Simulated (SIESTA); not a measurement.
# Cu in SIESTA: the effect of functional

Cu, a slab with vacuum:

```
CELL_PARAMETERS angstrom
2.53076 0.00000 0.00000
-1.26538 2.19171 0.00000
0.00000 0.00000 25.32727
ATOMIC_POSITIONS crystal
Cu 0.66667 0.33333 0.29612
Cu 0.00000 0.00000 0.37767
Cu 0.33333 0.66667 0.45922
Cu 0.00000 0.00000 0.54078
Cu 0.66667 0.33333 0.62233
Cu 0.00000 0.00000 0.70388
```

Alike in all runs:

```yaml
Program: SIESTA 5.4.2
Task: single point
Basis: DZP (energy shift 0.003 Ry; two zetas on semicore shells)
Grid_cutoff: 800 Ry
Energy_shift: 0.003 Ry
k_mesh: 8 × 8 × 1
Occupations: fermi-dirac, width 0.05 eV
Spin: no spin polarisation
```

Problem. One run gave: largest force 0.51 eV/Å. Which functional did it use?
A. BLYP
B. LDA
C. revPBE
D. AM05
E. PBE

Solution. A.

```tsv
functional	potentials or basis	largest force (eV/Å)
LDA	PseudoDojo 0.4 standard (LDA files)	0.33
PBEsol	PseudoDojo 0.4 standard (PBEsol files)	0.09
AM05	PseudoDojo 0.4 standard (PBEsol files)	0.11
WC	PseudoDojo 0.4 standard (PBEsol files)	0.09
PBE	PseudoDojo 0.4 standard (PBE files)	0.26
PW91	PseudoDojo 0.4 standard (PBE files)	0.24
revPBE	PseudoDojo 0.4 standard (PBE files)	0.42
RPBE	PseudoDojo 0.4 standard (PBE files)	0.48
BLYP	PseudoDojo 0.4 standard (PBE files)	0.51
```

Caveats: the potentials were made for another functional, which shifts forces and pressure (some runs).
